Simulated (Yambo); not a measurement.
Something may be wrong with this Yambo 5.3.0 calculation of SiC (Moissanite 3C).

Contents of g0w08.in:

```
gw0
dyson
el_el_corr
rim_cut
HF_and_locXC
ppa
em1d
RandQpts= 1000000
RandGvec= 50 RL
EXXRLvcs= 70 Ry
VXCRLvcs= 70 Ry
Chimod= "HARTREE"
% BndsRnXp
 1 | 24 |
%
NGsBlkXp= 2 Ry
% LongDrXp
 1 | 1 | 1 |
%
PPAPntXp= 27.21138 eV
% GbndRnge
 1 | 24 |
%
GDamping= 5.0 eV
GTermKind= "none"
DysSolver= "n"
ExtendOut
% QPkrange
 1 | 1 | 4 | 5 |
%
```

File scf.in:

```
&CONTROL
  calculation = 'scf'
  prefix = 'pwscf'
  outdir = './tmp'
  pseudo_dir = './pseudo'
/
&SYSTEM
  ibrav = 0
  nat = 2
  ntyp = 2
  ecutwfc = 70
  nbnd = 9
  occupations = 'smearing'
  smearing = 'fd'
  degauss = 0.00367493
  force_symmorphic = .true.
/
&ELECTRONS
  conv_thr = 4d-10
  electron_maxstep = 120
  mixing_beta = 0.5
/
ATOMIC_SPECIES
Si    28.0850 Si_ONCV_PBE-1.2.upf
C     12.0110 C_ONCV_PBE-1.2.upf
CELL_PARAMETERS angstrom
   0.0000000000    2.1790000000    2.1790000000
   2.1790000000    0.0000000000    2.1790000000
   2.1790000000    2.1790000000    0.0000000000
ATOMIC_POSITIONS crystal
Si     0.0000000000    0.0000000000    0.0000000000
C      0.7500000000    0.7500000000    0.7500000000
K_POINTS automatic
10 10 10 0 0 0
```

File nscf.in:

```
&CONTROL
  calculation = 'nscf'
  prefix = 'pwscf'
  outdir = './tmp'
  pseudo_dir = './pseudo'
/
&SYSTEM
  ibrav = 0
  nat = 2
  ntyp = 2
  ecutwfc = 70
  nbnd = 304
  occupations = 'fixed'
  force_symmorphic = .true.
/
&ELECTRONS
  conv_thr = 1d-08
  diago_full_acc = .true.
  diago_thr_init = 1d-06
/
ATOMIC_SPECIES
Si    28.0850 Si_ONCV_PBE-1.2.upf
C     12.0110 C_ONCV_PBE-1.2.upf
CELL_PARAMETERS angstrom
   0.0000000000    2.1790000000    2.1790000000
   2.1790000000    0.0000000000    2.1790000000
   2.1790000000    2.1790000000    0.0000000000
ATOMIC_POSITIONS crystal
Si     0.0000000000    0.0000000000    0.0000000000
C      0.7500000000    0.7500000000    0.7500000000
K_POINTS automatic
4 4 4 0 0 0
```

Potentials or basis: SG15 PBE 1.2.

Launch:

```bash
$ OMP_NUM_THREADS=1 pw.x -in scf.in > scf.out
$ OMP_NUM_THREADS=1 pw.x -in nscf.in > nscf.out
$ cd tmp/pwscf.save; p2y; mv SAVE ../..; cd ../..
$ OMP_NUM_THREADS=1 yambo
$ mkdir -p g0w08; ln -s $PWD/g0w00/ndb.RIM g0w08/
$ OMP_NUM_THREADS=1 yambo -F g0w08.in -J g0w08 -C g0w08_out
```

Yambo's report:

```text
[... sections 02.01 to 02.04 as in the set-up run ...]

  [02.05] Energies & Occupations
  ==============================

  [X] === General ===
  [X] Electronic Temperature                        :  0.000000  0.000000 [eV K]
  [X] Bosonic    Temperature                        :  0.000000  0.000000 [eV K]
  [X] Finite Temperature mode                       : no
  [X] El. density                                   :  0.38662E+24 [cm-3]
  [X] Fermi Level                                   :  9.450355 [eV]

[... 4 lines left out ...]
  [X] Empty Bands                                   :    5  304
[... 7 lines left out ...]
 [03] Transferred momenta grid and indexing
[... 190 lines left out ...]
   PPA    diel. fun.  energies                      : Perdew, Burke & Ernzerhof(X)+Perdew, Burke & Ernzerhof(C)
   wavefunctions                                    : Perdew, Burke & Ernzerhof(X)+Perdew, Burke & Ernzerhof(C)
   QP tot states                                    :  2
   GW solver                                        : Newton
   GW approximation                                 : PPA
   PPA imaginary Energy                             :  27.21138 ev
   RIM G`s                                          :   51
   RIM random pts                                   :  1000000
   dS/dw steps                                      :  2
   dS/dw step                                       :  0.100000 ev
   X G`s                                            :  15 used
   X G`s                                            :  15 disk
   X bands                                          :   1  24
   X poles                                          :  100.0000 o/o
   X e/h E range                                    : -1.000000 -1.000000 ev
   X Hxc Kernel                                     : HARTREE
   X BZ energy Double Grid                          : no
   X Optical Averaged directions                    : none
   Sc/G bands                                       :   1  24
   Sc/G damping                                     :  5.000000 ev
   Sc bands terminator                              : no
   Sx RL components                                 :  1459

   QP @ state[ 1 ] K range                          :  1  1
   QP @ state[ 1 ] b range                          :   4   5
   GF energies kind                                 : Perdew, Burke & Ernzerhof(X)+Perdew, Burke & Ernzerhof(C)
   GF WF`s kind                                     : Perdew, Burke & Ernzerhof(X)+Perdew, Burke & Ernzerhof(C)
   Xs energies kind                                 : Perdew, Burke & Ernzerhof(X)+Perdew, Burke & Ernzerhof(C)
   Xs WF`s kind                                     : Perdew, Burke & Ernzerhof(X)+Perdew, Burke & Ernzerhof(C)
```

**Question.** Diagnose the run.

**Answer.** The calculation finished and met its thresholds. The input holds a flaw that was put in on purpose: damping far too large. The program doesn't stop on it, so the numbers can't be trusted though the run ends normally.
